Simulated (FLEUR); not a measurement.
# Ag (Fm-3m) in FLEUR: notebook

The runs below take Ag through band structure, equation of state, with BLYP.

All numbers are computed with FLEUR MaX-R8.1 (later development tree); they aren't measurements. Logs are shortened: lines on timing, memory, paths and dates and some standing lists are left out, and cuts for length are marked.

## 1. Starting point

Symmetry: Fm-3m, No. 225, cubic system. Conventional cell: a = 4.085 Å, b = 4.085 Å, c = 4.085 Å, α = 90.00°, β = 90.00°, γ = 90.00°. Around Ag (site symmetry m-3m) lie 12 Ag at 2.89 Å.

## 2. Band structure, BLYP

The input, inp.xml:

```xml
<?xml version="1.0" encoding="UTF-8" standalone="no"?>
<fleurInput fleurInputVersion="0.39">
   <comment>
      Ag                                                                                                  
   </comment>
   <calculationSetup>
      <cutoffs Kmax="4.1" Gmax="12.7" GmaxXC="12.7" numbands="0"/>
      <scfLoop itmax="60" minDistance="0.00001" maxIterBroyd="15" imix="Anderson" alpha="0.05" precondParam="0.0" spinf="2.0" sdNocoIR="T"/>
      <coreElectrons ctail="T" frcor="F" kcrel="0" coretail_lmax="0"/>
      <xcFunctional name="LibXC" relativisticCorrections="F">
         <LibXCName exchange="gga_x_b88" correlation="gga_c_lyp"/>
      </xcFunctional>
      <magnetism jspins="1"/>
      <soc l_soc="F" theta="0.0" phi="0.0" spav="F"/>
      <expertModes spex="0" secvar="F"/>
      <geometryOptimization l_f="F" forcealpha="1.0" forcemix="BFGS" epsdisp="0.00001" epsforce="0.00001"/>
      <ldaU l_linMix="F" mixParam="0.05" spinf="1.0"/>
   </calculationSetup>
   <cell>
      <bzIntegration valenceElectrons="19.0" mode="hist" fermiSmearingEnergy="0.00183747">
         <kPointListSelection listName="default-1"/>
         <!-- k-points included here -->
         <xi:include xmlns:xi="http://www.w3.org/2001/XInclude" href="kpts.xml"> </xi:include>
      </bzIntegration>
      <!-- symmetry operations included here -->
      <xi:include xmlns:xi="http://www.w3.org/2001/XInclude" href="sym.xml"> </xi:include>
      <bulkLattice scale="1.0">
         <bravaisMatrix>
            <row-1>    0.0000000000000000     3.8602380410266495     3.8602380410266495</row-1>
            <row-2>    3.8602380410266495     0.0000000000000000     3.8602380410266495</row-2>
            <row-3>    3.8602380410266495     3.8602380410266495     0.0000000000000000</row-3>
         </bravaisMatrix>
      </bulkLattice>
   </cell>
   <atomSpecies>
      <species name="Silver (Ag)" element="Ag" atomicNumber="47">
         <mtSphere radius="2.53" gridPoints="837" logIncrement="0.015"/>
         <atomicCutoffs lmax="10" lnonsphr="8"/>
         <electronConfig flipSpins="F">
            <coreConfig>(1s1/2) (2s1/2) (2p1/2) (2p3/2) (3s1/2) (3p1/2) (3p3/2) (3d3/2) (3d5/2)</coreConfig>
            <valenceConfig>(4s1/2) (4p1/2) (4p3/2) (5s1/2) (4d3/2) (4d5/2)</valenceConfig>
            <stateOccupation state="(5s1/2)" spinUp="0.500000" spinDown="0.500000"/>
         </electronConfig>
         <energyParameters s="5" p="5" d="4" f="4"/>
         <lo type="SCLO" l="0" n="4" eDeriv="0"/>
         <lo type="SCLO" l="1" n="4" eDeriv="0"/>
         <lo type="SCLO" l="1" n="4" eDeriv="1"/>
         <lo type="SCLO" l="2" n="4" eDeriv="2"/>
         <lo type="SCLO" l="3" n="4" eDeriv="2"/>
      </species>
   </atomSpecies>
   <atomGroups>
      <atomGroup species="Silver (Ag)">
         <relPos label="                   1">.0000000000 .0000000000 .0000000000</relPos>
         <force calculate="T" relaxXYZ="TTT"/>
      </atomGroup>
   </atomGroups>
   <output dos="F" band="F" slice="F">
      <checks vchk="F" cdinf="F"/>
      <bandDOS minEnergy="-.5*Htr" maxEnergy="0.5*Htr" sigma="0.015" storeEVData="T"/>
      <vacuumDOS vacdos="F" integ="F" star="F" nstars="0" locx1="0.0" locy1="0.0" locx2="0.0" locy2="0.0" nstm="0" tworkf="0.0"/>
      <unfoldingBand unfoldBand="F" supercellX="1" supercellY="1" supercellZ="1"/>
      <plotting iplot="0" polar="F">
         <plot TwoD="T" vec1="  1.0  0.0  0.0" vec2="  0.0  1.0  0.0" vec3="  0.0  0.0  1.0" zero="  0.0  0.0  0.0" file="plot"/>
      </plotting>
      <chargeDensitySlicing numkpt="0" minEigenval="0.0" maxEigenval="0.0" nnne="0" pallst="F"/>
      <specialOutput eonly="F"/>
      <moessbauerParams electricFieldGradient="T" isomerShift="T" coreHyperfine="T" valenceHyperfine="T"/>
      <magneticCircularDichroism mcd="F" energyLo="-10.0" energyUp="0.0"/>
   </output>
  <!-- We include the file relax.xml here to enable relaxations (see documentation) -->
  <xi:include xmlns:xi="http://www.w3.org/2001/XInclude" href="relax.xml"> <xi:fallback/> </xi:include>
</fleurInput>
```

The input, crystal.txt:

```
Ag
&input cartesian=F /
0.0000000000  2.0427500000  2.0427500000
2.0427500000  0.0000000000  2.0427500000
2.0427500000  2.0427500000  0.0000000000
1.8897261246
1.0 1.0 1.0

1
47 0.0000000000  0.0000000000  0.0000000000

&kpt div1=11 div2=11 div3=11 gamma=T /
```

The input, inp.xml (bands):

```
<?xml version="1.0" encoding="UTF-8" standalone="no"?>
<fleurInput fleurInputVersion="0.39">
   <comment>
      Ag                                                                                                  
   </comment>
   <calculationSetup>
      <cutoffs Kmax="4.1" Gmax="12.7" GmaxXC="12.7" numbands="0"/>
      <scfLoop itmax="60" minDistance="0.00001" maxIterBroyd="15" imix="Anderson" alpha="0.05" precondParam="0.0" spinf="2.0" sdNocoIR="T"/>
      <coreElectrons ctail="T" frcor="F" kcrel="0" coretail_lmax="0"/>
      <xcFunctional name="LibXC" relativisticCorrections="F">
         <LibXCName exchange="gga_x_b88" correlation="gga_c_lyp"/>
      </xcFunctional>
      <magnetism jspins="1"/>
      <soc l_soc="F" theta="0.0" phi="0.0" spav="F"/>
      <expertModes spex="0" secvar="F"/>
      <geometryOptimization l_f="F" forcealpha="1.0" forcemix="BFGS" epsdisp="0.00001" epsforce="0.00001"/>
      <ldaU l_linMix="F" mixParam="0.05" spinf="1.0"/>
   </calculationSetup>
   <cell>
      <bzIntegration valenceElectrons="19.0" mode="hist" fermiSmearingEnergy="0.00183747">
         <kPointListSelection listName="path-1"/>
         <!-- k-points included here -->
         <xi:include xmlns:xi="http://www.w3.org/2001/XInclude" href="kpts.xml"> </xi:include>
      </bzIntegration>
      <!-- symmetry operations included here -->
      <xi:include xmlns:xi="http://www.w3.org/2001/XInclude" href="sym.xml"> </xi:include>
      <bulkLattice scale="1.0">
         <bravaisMatrix>
            <row-1>    0.0000000000000000     3.8602380410266495     3.8602380410266495</row-1>
            <row-2>    3.8602380410266495     0.0000000000000000     3.8602380410266495</row-2>
            <row-3>    3.8602380410266495     3.8602380410266495     0.0000000000000000</row-3>
         </bravaisMatrix>
      </bulkLattice>
   </cell>
   <atomSpecies>
      <species name="Silver (Ag)" element="Ag" atomicNumber="47">
         <mtSphere radius="2.53" gridPoints="837" logIncrement="0.015"/>
         <atomicCutoffs lmax="10" lnonsphr="8"/>
         <electronConfig flipSpins="F">
            <coreConfig>(1s1/2) (2s1/2) (2p1/2) (2p3/2) (3s1/2) (3p1/2) (3p3/2) (3d3/2) (3d5/2)</coreConfig>
            <valenceConfig>(4s1/2) (4p1/2) (4p3/2) (5s1/2) (4d3/2) (4d5/2)</valenceConfig>
            <stateOccupation state="(5s1/2)" spinUp="0.500000" spinDown="0.500000"/>
         </electronConfig>
         <energyParameters s="5" p="5" d="4" f="4"/>
         <lo type="SCLO" l="0" n="4" eDeriv="0"/>
         <lo type="SCLO" l="1" n="4" eDeriv="0"/>
         <lo type="SCLO" l="1" n="4" eDeriv="1"/>
         <lo type="SCLO" l="2" n="4" eDeriv="2"/>
         <lo type="SCLO" l="3" n="4" eDeriv="2"/>
      </species>
   </atomSpecies>
   <atomGroups>
      <atomGroup species="Silver (Ag)">
         <relPos label="                   1">.0000000000 .0000000000 .0000000000</relPos>
         <force calculate="T" relaxXYZ="TTT"/>
      </atomGroup>
   </atomGroups>
   <output dos="F" band="T" slice="F">
      <checks vchk="F" cdinf="F"/>
      <bandDOS minEnergy="-.5*Htr" maxEnergy="0.5*Htr" sigma="0.015" storeEVData="T"/>
      <vacuumDOS vacdos="F" integ="F" star="F" nstars="0" locx1="0.0" locy1="0.0" locx2="0.0" locy2="0.0" nstm="0" tworkf="0.0"/>
      <unfoldingBand unfoldBand="F" supercellX="1" supercellY="1" supercellZ="1"/>
      <plotting iplot="0" polar="F">
         <plot TwoD="T" vec1="  1.0  0.0  0.0" vec2="  0.0  1.0  0.0" vec3="  0.0  0.0  1.0" zero="  0.0  0.0  0.0" file="plot"/>
      </plotting>
      <chargeDensitySlicing numkpt="0" minEigenval="0.0" maxEigenval="0.0" nnne="0" pallst="F"/>
      <specialOutput eonly="F"/>
      <moessbauerParams electricFieldGradient="T" isomerShift="T" coreHyperfine="T" valenceHyperfine="T"/>
      <magneticCircularDichroism mcd="F" energyLo="-10.0" energyUp="0.0"/>
   </output>
  <!-- We include the file relax.xml here to enable relaxations (see documentation) -->
  <xi:include xmlns:xi="http://www.w3.org/2001/XInclude" href="relax.xml"> <xi:fallback/> </xi:include>
</fleurInput>
```

Potentials or basis: all-electron, FLAPW.

Launch:

```
inpgen -f crystal.txt -profile fastHighL
# inp.xml edited to the form shown
fleur_MPI
fleur_MPI   # second run, on inp.xml (bands)
```

What it wrote:

```text
Welcome to FLEUR        (www.flapw.de)
      MaX-Release 8.1          (www.max-centre.eu)
 func_ids         131         106         131         106
The functional 'Becke 88' is an exchange functional, it belongs to the 'GGA' family and is defined in the reference(s):
[1] A. D. Becke.,  Phys. Rev. A 38, 3098 (1988)
The functional 'Lee, Yang & Parr' is a correlation functional, it belongs to the 'GGA' family and is defined in the reference(s):
[1] C. Lee, W. Yang, and R. G. Parr.,  Phys. Rev. B 37, 785 (1988)
[2] B. Miehlich, A. Savin, H. Stoll, and H. Preuss.,  Chem. Phys. Lett. 157, 200 (1989)
 Using same functional for VXC and EXC

 ========== k-point set info ==========
 Selected k-point list: default-1
 k-point list type: mesh
 11 x 11 x 11
 Number of k points: 56

 ------------Calculation Setup---------------------------
 Number of MPI-tasks      :            1
 Number of PE/node        :            1
 Number of OMP-threads    :            1
 Most efficient MPI parallelization for:
           1           2           4           7           8          14          28          56
 Additional eigenvalue parallelization possible
 Number of basis functions:          179
 Approximate size of matrices (H+S) per k-point:         0.000 GB
 --------------------------------------------------------
 Iteration:     1   Distance:      30.29992892 me/bohr^3
 Iteration:     2   Distance:      28.68848047 me/bohr^3
 Iteration:     3   Distance:       9.01220224 me/bohr^3
 Iteration:     4   Distance:       1.74867139 me/bohr^3
 Iteration:     5   Distance:       1.63945572 me/bohr^3
 Iteration:     6   Distance:       0.10675098 me/bohr^3
 Iteration:     7   Distance:       0.08222036 me/bohr^3
 Iteration:     8   Distance:       0.00684949 me/bohr^3
 Iteration:     9   Distance:       0.00064424 me/bohr^3
 Iteration:    10   Distance:       0.00038532 me/bohr^3
 Iteration:    11   Distance:       0.00001714 me/bohr^3
 Iteration:    12   Distance:       0.00005550 me/bohr^3
 Iteration:    13   Distance:       0.00000279 me/bohr^3

 ********************************************************************
 Run finished successfully
 Stop message:
   all done
 ********************************************************************
```

Run time: 9.2 s. Hardware: 1 thread of Arm Neoverse V2, shared host; peak memory 0.07 GiB.

What came out:

- Free energy: -144706.4887 eV
- Band gap along the path: none (metal or under the smearing width)
- Valence electrons inside the program's atomic spheres: Ag 17.87 (radii Ag 2.53 bohr)

Levels at the corners of the path, in eV from the Fermi level:
```csv
point,band 5,band 6,band 7,band 8,band 9,band 10,band 11,band 12,band 13,band 14
Γ,-8.04,-5.20,-5.20,-5.20,-4.17,-4.17,15.83,19.18,19.18,19.18
X,-6.80,-6.68,-3.40,-3.15,-3.15,1.37,6.37,10.31,10.31,17.08
W,-6.05,-5.45,-5.45,-4.16,-3.15,5.69,5.69,6.49,8.07,22.34
K,-6.38,-5.94,-4.46,-3.95,-3.44,4.04,4.91,6.85,12.41,16.70
Γ,-8.04,-5.20,-5.20,-5.20,-4.17,-4.17,15.83,19.18,19.18,19.18
L,-6.76,-5.23,-5.23,-3.37,-3.37,-0.56,3.20,15.15,17.36,17.36
U,-6.38,-5.94,-4.46,-3.95,-3.44,4.04,4.91,6.85,12.41,16.70
W,-6.05,-5.45,-5.45,-4.16,-3.15,5.69,5.69,6.49,8.07,22.34
L,-6.76,-5.23,-5.23,-3.37,-3.37,-0.56,3.20,15.15,17.36,17.36
K,-6.38,-5.94,-4.46,-3.95,-3.44,4.04,4.91,6.85,12.41,16.70
U,-6.38,-5.94,-4.46,-3.95,-3.44,4.04,4.91,6.85,12.41,16.70
X,-6.80,-6.68,-3.40,-3.15,-3.15,1.37,6.37,10.31,10.31,17.08
```

Core levels (eV from the Fermi level):
```tsv
atom	levels
1 Ag	1s1/2 -25317.5, 2s1/2 -3724.6, 2p1/2 -3461.4, 2p3/2 -3286.0, 3s1/2 -680.5, 3p1/2 -575.8, 3p3/2 -544.9, 3d3/2 -359.4, 3d5/2 -353.2
```

## 3. Equation of state, BLYP, 16.03 Å³/atom (volume scaled by 0.94)

Changes to inp.xml since step 2:

```diff
@@ -26,3 +26,3 @@
       <xi:include xmlns:xi="http://www.w3.org/2001/XInclude" href="sym.xml"> </xi:include>
-      <bulkLattice scale="1.0">
+      <bulkLattice scale="0.9795861087">
          <bravaisMatrix>
@@ -36,3 +36,3 @@
       <species name="Silver (Ag)" element="Ag" atomicNumber="47">
-         <mtSphere radius="2.53" gridPoints="837" logIncrement="0.015"/>
+         <mtSphere radius="2.48" gridPoints="837" logIncrement="0.015"/>
          <atomicCutoffs lmax="10" lnonsphr="8"/>
```

Potentials or basis: all-electron, FLAPW.

Launch:

```
inpgen -f crystal.txt -profile fastHighL
# inp.xml edited to the form shown
fleur_MPI
```

What it wrote:

```text
Welcome to FLEUR        (www.flapw.de)
      MaX-Release 8.1          (www.max-centre.eu)
 func_ids         131         106         131         106
The functional 'Becke 88' is an exchange functional, it belongs to the 'GGA' family and is defined in the reference(s):
[1] A. D. Becke.,  Phys. Rev. A 38, 3098 (1988)
The functional 'Lee, Yang & Parr' is a correlation functional, it belongs to the 'GGA' family and is defined in the reference(s):
[1] C. Lee, W. Yang, and R. G. Parr.,  Phys. Rev. B 37, 785 (1988)
[2] B. Miehlich, A. Savin, H. Stoll, and H. Preuss.,  Chem. Phys. Lett. 157, 200 (1989)
 Using same functional for VXC and EXC

 ========== k-point set info ==========
 Selected k-point list: default-1
 k-point list type: mesh
 11 x 11 x 11
 Number of k points: 56

 ------------Calculation Setup---------------------------
 Number of MPI-tasks      :            1
 Number of PE/node        :            1
 Number of OMP-threads    :            1
 Most efficient MPI parallelization for:
           1           2           4           7           8          14          28          56
 Additional eigenvalue parallelization possible
 Number of basis functions:          172
 Approximate size of matrices (H+S) per k-point:         0.000 GB
 --------------------------------------------------------
 Iteration:     1   Distance:      31.40919369 me/bohr^3
 Iteration:     2   Distance:      29.73498884 me/bohr^3
 Iteration:     3   Distance:       9.38060511 me/bohr^3
 Iteration:     4   Distance:       1.80884053 me/bohr^3
 Iteration:     5   Distance:       1.67950765 me/bohr^3
 Iteration:     6   Distance:       0.10410963 me/bohr^3
 Iteration:     7   Distance:       0.09870078 me/bohr^3
 Iteration:     8   Distance:       0.00639671 me/bohr^3
 Iteration:     9   Distance:       0.00082742 me/bohr^3
 Iteration:    10   Distance:       0.00047263 me/bohr^3
 Iteration:    11   Distance:       0.00001424 me/bohr^3
 Iteration:    12   Distance:       0.00003603 me/bohr^3
 Iteration:    13   Distance:       0.00000042 me/bohr^3

 ********************************************************************
 Run finished successfully
 Stop message:
   all done
 ********************************************************************
```

out.xml (last iteration):

```text
<iteration numberForCurrentRun="   13" overallNumber="   13">
         <energyParameters units="Htr">
            <atomicEP atomType="1" spin="1" branch="5s" branchLowest="-2.99" branchHighest="1.63" value="0.2650865898"/>
            <atomicEP atomType="1" spin="1" branch="5p" branchLowest="-1.63" branchHighest="2.30" value="0.4123366527"/>
            <atomicEP atomType="1" spin="1" branch="4d" branchLowest="-12.67" branchHighest="0.37" value="0.2257934706"/>
            <atomicEP atomType="1" spin="1" branch="4f" branchLowest="-9.99" branchHighest="2.38" value="0.7187794568"/>
[... 79 lines left out ...]
            </atomTypeDependentContributions>
            <tkbTimesEntropy value="0.0000940716"/>
            <freeEnergy value="-5317.8614558561"/>
            <extrapolationTo0K value="-5317.8614088204"/>
         </totalEnergy>
         <densityConvergence units="me/bohr^3">
            <chargeDensity spin="1" distance="0.0000004225"/>
         </densityConvergence>
      </iteration>
```

Wall time 7.5 s (1 thread of Arm Neoverse V2, shared host); peak memory 0.08 GiB.

Results:

- Free energy: -144706.3821 eV
- Band gap on the k mesh: none (metal or under the smearing width)
- Valence electrons inside the program's atomic spheres: Ag 17.81 (radii Ag 2.48 bohr)

## 4. Equation of state, BLYP, 16.37 Å³/atom (volume scaled by 0.96)

Changes to inp.xml since step 3:

```diff
@@ -26,3 +26,3 @@
       <xi:include xmlns:xi="http://www.w3.org/2001/XInclude" href="sym.xml"> </xi:include>
-      <bulkLattice scale="0.9795861087">
+      <bulkLattice scale="0.9864848297">
          <bravaisMatrix>
```

Launch:

```
inpgen -f crystal.txt -profile fastHighL
# inp.xml edited to the form shown
fleur_MPI
```

Run time: 7.6 s. Hardware: 1 thread of Arm Neoverse V2, shared host; peak memory 0.08 GiB.

Results (log left out):

* Free energy: -144706.4241 eV
* Band gap on the k mesh: none (metal or under the smearing width)
* Valence electrons inside the program's atomic spheres: Ag 17.78 (radii Ag 2.48 bohr)

## 5. Equation of state, BLYP, 17.05 Å³/atom

Changes to inp.xml since step 4:

```diff
@@ -26,3 +26,3 @@
       <xi:include xmlns:xi="http://www.w3.org/2001/XInclude" href="sym.xml"> </xi:include>
-      <bulkLattice scale="0.9864848297">
+      <bulkLattice scale="1.0000000000">
          <bravaisMatrix>
```

Launch:

```
inpgen -f crystal.txt -profile fastHighL
# inp.xml edited to the form shown
fleur_MPI
```

Wall time 8 s (1 thread of Arm Neoverse V2, shared host); peak memory 0.08 GiB.

It converged, with:

```
Free energy                                           : -144706.4872 eV
Band gap on the k mesh                                : none (metal or under the smearing width)
Valence electrons inside the program's atomic spheres : Ag 17.74 (radii Ag 2.48 bohr)
```

## 6. Equation of state, BLYP, 17.73 Å³/atom (volume scaled by 1.04)

Changes to inp.xml since step 5:

```diff
@@ -26,3 +26,3 @@
       <xi:include xmlns:xi="http://www.w3.org/2001/XInclude" href="sym.xml"> </xi:include>
-      <bulkLattice scale="1.0000000000">
+      <bulkLattice scale="1.0131594038">
          <bravaisMatrix>
```

Potentials or basis: all-electron, FLAPW.

Launch:

```
inpgen -f crystal.txt -profile fastHighL
# inp.xml edited to the form shown
fleur_MPI
```

It took 8.3 s on 1 thread of Arm Neoverse V2, shared host; peak memory 0.08 GiB.

Results (log left out):

```
Free energy                                           : -144706.5278 eV
Band gap on the k mesh                                : none (metal or under the smearing width)
Valence electrons inside the program's atomic spheres : Ag 17.71 (radii Ag 2.48 bohr)
```

## 7. Equation of state, BLYP, 18.07 Å³/atom (volume scaled by 1.06)

Changes to inp.xml since step 6:

```diff
@@ -26,3 +26,3 @@
       <xi:include xmlns:xi="http://www.w3.org/2001/XInclude" href="sym.xml"> </xi:include>
-      <bulkLattice scale="1.0131594038">
+      <bulkLattice scale="1.0196128224">
          <bravaisMatrix>
```

Launch:

```
inpgen -f crystal.txt -profile fastHighL
# inp.xml edited to the form shown
fleur_MPI
```

Run time: 8.4 s. Hardware: 1 thread of Arm Neoverse V2, shared host; peak memory 0.08 GiB.

Results (log left out):

```
Free energy                                           : -144706.5414 eV
Band gap on the k mesh                                : none (metal or under the smearing width)
Valence electrons inside the program's atomic spheres : Ag 17.69 (radii Ag 2.48 bohr)
```

## 8. Equation of state, BLYP

Potentials or basis: all-electron, FLAPW.

This step only gathers the single runs of the series.

What came out:

```yaml
Equilibrium_volume: "19.41 Å³/atom (rough: see the caveat)"
Bulk_modulus: 60 GPa (rough)
```

Energy against volume, from the lowest point:
```
volume (Å³/atom)  energy (meV/atom)
          16.025             159.29
          16.366             117.26
          17.048              54.20
          17.730              13.52
          18.071               0.00
```

Caveat: the minimum lies outside the volumes run.
